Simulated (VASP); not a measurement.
## HfN under changes of volume

One of the cells (14.341 Å³/atom); the others are scaled copies at fixed shape and fractional positions:

```xyz
2
Lattice="0.0000 2.4296 2.4296 2.4296 0.0000 2.4296 2.4296 2.4296 0.0000" Properties=species:S:1:pos:R:3 pbc="T T T"
Hf    0.0000    0.0000    0.0000
N     1.2148    1.2148    1.2148
```

The cell comes from a database or a generator and needn't be the stable form of this composition.

- Program: VASP 6.6.1
- Functional: PBEsol
- Potentials or basis: VASP PAW PBE potentials, release 64 (Hf_pv, N)
- Cutoff: 520 eV
- k mesh: 8 × 8 × 8
- Occupations: fermi-dirac, width 0.05 eV
- Spin: no spin polarisation

```csv
volume (Å³/atom),energy over the lowest point (meV/atom),pressure (GPa)
13.767,?,?
14.054,4.00,4.4
14.341,0.00,0.0
14.628,3.57,-4.0
14.915,13.93,-7.5
```

Q: What does the run at 13.767 Å³/atom give?

A: Energy over the lowest point 16.37 meV/atom; pressure 9.3 GPa.

Worked out: A Birch-Murnaghan fit of order 2 (a polynomial in V^(-2/3)) to the other rows has its minimum at 14.34 Å³/atom with B0 = V·E''(V) = 210 GPa. It gives 16.32 meV/atom at 13.767 Å³/atom, against the run's 16.37, and -dE/dV = 9.4 GPa, against 9.3.

Energies are extrapolated to zero smearing.

Caveats: the PAW data sets were made with another functional, which shifts forces and pressure a little.
